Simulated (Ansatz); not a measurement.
# P, one structure, two calculations

Cell: a structure deposited in the COD whose atoms were relaxed with PBE, the cell held.

Space group P-1 (No. 2); a = 5.5030, b = 10.8842, c = 11.0238 Å, α = 94.68°, β = 99.83°, γ = 100.55°.

```
site  Wyckoff  site symmetry       x       y       z
  P1       2i              1  0.0775  0.9909  0.6757
  P3       2i              1  0.5856  0.1790  0.5409
  P5       2i              1  0.1715  0.0510  0.1895
  P7       2i              1  0.7783  0.3781  0.5599
  P9       2i              1  0.6905  0.3031  0.0243
 P11       2i              1  0.2387  0.0141  0.8756
 P13       2i              1  0.5021  0.3179  0.6778
 P15       2i              1  0.3733  0.3229  0.4779
 P17       2i              1  0.0785  0.3667  0.1301
 P19       2i              1  0.0078  0.1457  0.7997
 P21       2i              1  0.8028  0.4900  0.1347
 P23       2i              1  0.7634  0.3178  0.2288
```

One atom of each set is listed.

First run. Computed with Ansatz: DFT, PBE, plane waves and PAW, scalar-relativistic, 420 eV cutoff, Γ-centred 6×3×3 k-points, Fermi–Dirac smearing 0.02 eV.

| site | V_zz (10²¹ V/m²) | η |
| --- | --- | --- |
| P1 | 0.45 | 0.01 |
| P3 | 0.44 | 0.27 |
| P5 | 0.44 | 0.56 |
| P7 | 0.44 | 0.64 |
| P9 | 0.32 | 0.65 |
| P11 | 0.39 | 0.70 |
| P13 | 0.42 | 0.58 |
| P15 | 0.30 | 0.22 |
| P17 | 0.33 | 0.69 |
| P19 | 0.45 | 0.68 |
| P21 | 0.45 | 0.39 |
| P23 | 0.45 | 0.53 |

Second run. The same atoms and settings, except that the functional is r2SCAN and the cutoff is 500 eV.

Problem. What does the second run give?

Solution. 

```
site   V_zz     η  change of V_zz
  P1   0.32  0.11           -0.13
  P3   0.33  0.65           -0.11
  P5   0.26  0.97           -0.18
  P7  -0.30  0.80               –
  P9  -0.21  0.54               –
 P11  -0.26  0.66               –
 P13   0.31  0.90           -0.11
 P15   0.15  0.74           -0.15
 P17   0.19  0.88           -0.14
 P19   0.30  0.95           -0.15
 P21   0.25  0.79           -0.20
 P23   0.26  0.95           -0.19
```

The largest change of V_zz along a kept axis is on P21, from 0.45 to 0.25. Where |V_zz| stays above 0.1 and the axes keep their order, η moves most on P15, from 0.22 to 0.74. On P7, P11, P9 the largest principal value lies along another axis in the second run, so the two V_zz can't be compared directly.

For the second run: The largest force is 0.5 eV/Å, so the atoms aren't at the calculated equilibrium and relaxing them would move these values.
